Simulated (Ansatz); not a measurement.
Random displacements in NiGe

Computed with DFT PBEsol, scalar-relativistic, plane waves, PAW (Ansatz 0.2.0). The runs took a 420 eV cutoff, a Γ-centred 8×12×8 mesh and Gaussian smearing (0.15 eV). No spin polarisation. A magnetic state may lie lower. Energies are free energies at this smearing, counted from the undisturbed cell; pressure is positive in compression.

Zero of the scan (relaxed at this level):

```
Ni Ge
1.0
     5.31079    0.00000    0.00000
     0.00000    3.44002    0.00000
     0.00000    0.00000    5.73926
Ni Ge
4 4
Cartesian
  5.2735 2.5800 1.0840
  0.0372 0.8600 4.6553
  2.6926 0.8600 3.9536
  2.6182 2.5800 1.7856
  4.3105 2.5800 3.3770
  1.0003 0.8600 2.3623
  3.6557 0.8600 0.5073
  1.6551 2.5800 5.2319
```

The atoms are displaced (Å, in the unstrained cell):

```csv
atom,ux,uy,uz
Ni1,0.084,0.078,0.000
Ni2,0.124,-0.012,0.011
Ni3,-0.132,-0.003,0.126
Ni4,0.057,0.004,0.173
Ge5,-0.030,-0.009,-0.120
Ge6,0.136,-0.011,-0.236
Ge7,-0.038,-0.033,0.004
Ge8,-0.200,-0.014,0.041
```

Strain (Voigt, engineering shear): (-0.0307, -0.0429, -0.0541, -0.0500, -0.0277, 0.0145).

Task: What are the energy change, the stress and the forces?

Result: ΔE = 411.9 meV/atom; stress (xx, yy, zz, yz, xz, xy; compression positive) (45.23, 37.86, 39.18, 8.36, 8.93, -1.29) GPa.
```csv
atom,Fx (eV/Å),Fy,Fz
Ni1,-3.65,-1.71,0.76
Ni2,-3.69,0.00,-0.78
Ni3,1.73,-0.33,-1.11
Ni4,-2.91,-0.32,-3.54
Ge5,3.99,-0.30,4.23
Ge6,-0.60,1.91,2.58
Ge7,0.58,0.12,-0.23
Ge8,4.56,0.62,-1.91
```

Cost: 1 run of about 1.5 core-minutes, on AMD EPYC 9R45 (Zen 5) (shared hosts).